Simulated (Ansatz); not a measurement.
# SnTe under changes of volume

One of the cells (31.281 Å³/atom); the others are scaled copies at fixed shape and fractional positions:

```
Te Sn
1.0
     0.00000    3.15085    3.15085
     3.15085    0.00000    3.15085
     3.15085    3.15085    0.00000
Te Sn
1 1
Direct
  0.50000 0.50000 0.50000
  0.00000 0.00000 0.00000
```

```yaml
Program: Ansatz 0.2.0
Functional: LDA
Potentials_or_basis: Ansatz PAW
Cutoff: "420 eV (not typed: the program's choice for these potentials)"
k_mesh: 7 × 7 × 7
Occupations: fermi-dirac, width 0.05 eV
Spin: no spin polarisation
```

```tsv
volume (Å³/atom)	energy over the lowest point (meV/atom)	pressure (GPa)
29.404	3.62	1.5
30.030	0.00	0.4
30.656	0.60	-0.7
31.281	4.97	-1.6
31.907	12.71	-2.4
32.532	23.46	-3.1
33.158	?	?
```

Q: What does the run at 33.158 Å³/atom give?

A: Energy over the lowest point 36.90 meV/atom; pressure -3.8 GPa.

Worked out: A Birch-Murnaghan fit of order 3 (a polynomial in V^(-2/3)) to the other rows has its minimum at 30.25 Å³/atom with B0 = V·E''(V) = 50 GPa and B' = 4.4. It gives 36.92 meV/atom at 33.158 Å³/atom, against the run's 36.90, and -dE/dV = -3.8 GPa, against -3.8.

Energies are extrapolated to zero smearing.

Caveats: the PAW data sets come from PBE, with cores solved anew for the run's functional, which leaves a small shift of forces and pressure.
